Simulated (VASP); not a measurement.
Here is a VASP 6.6.1 calculation.

Contents of INCAR:

```
SYSTEM = ZnSnP2
PREC = Accurate
ENCUT = 520
EDIFF = 1E-6
ISMEAR = 0
SIGMA = 0.03
LREAL = .FALSE.
LASPH = .TRUE.
NELM = 80
ALGO = Normal
ISIF = 2
LWAVE = .FALSE.
LCHARG = .FALSE.
METAGGA = R2SCAN
LMIXTAU = .TRUE.
NBANDS = 46
KPAR = 2
```

File KPOINTS:

```
Automatic mesh
0
G
  8 8 8
  0 0 0
```

The input POSCAR:

```
ZnSnP2                                  
1.0
   -2.8127219187      2.8127219187      5.6391859935
    2.8127219187     -2.8127219187      5.6391859935
    2.8127219187      2.8127219187     -5.6391859935
  Zn              Sn              P             
     2     2     4
Direct
     0.7500000000000000    0.2500000000000000    0.5000000000000000
     0.0000000000000000    1.0000000000000000    1.0000000000000000
     0.2500000000000000    0.7500000000000000    0.5000000000000000
     0.5000000000000000    0.5000000000000000    0.0000000000000000
     0.3750000000000000    0.3510232148020591    0.4760232148020591
     0.6489767851979410    0.1250000000000000    0.0239767851979410
     0.1010232148020590    0.6250000000000000    0.9760232148020590
     0.8750000000000000    0.8989767851979410    0.5239767851979410
```

The input KPOINTS_OPT:

```
explicit points
228
Reciprocal
 0.0000000000  0.0000000000  0.0000000000 1
 0.0000000000  0.0000000000  0.0263157895 1
 0.0000000000  0.0000000000  0.0526315789 1
 0.0000000000  0.0000000000  0.0789473684 1
 0.0000000000  0.0000000000  0.1052631579 1
 0.0000000000  0.0000000000  0.1315789474 1
[... 220 lines left out ...]
-0.1243531853  0.1243531853  0.5000000000 1
 0.5000000000  0.5000000000 -0.1243531853 1
```

Potentials or basis: VASP PAW PBE potentials, release 64 (Zn, Sn_d, P).

Launch:

```console
$ cat potpaw_PBE.64/Zn/POTCAR potpaw_PBE.64/Sn_d/POTCAR potpaw_PBE.64/P/POTCAR > POTCAR
$ mpirun -np 2 vasp_std > vasp.out
```

(1) Predict the pressure.

(2) Predict the band gap on the k mesh.

(3) Estimate the largest force.

Answers

(1) 0.8 GPa.

(2) 1.30 eV, direct.

(3) 0.123 eV/Å.

Caveat: the PAW data sets were made with another functional, which shifts forces and pressure a little; spin-orbit coupling is left out, which moves the levels of the heavy elements.
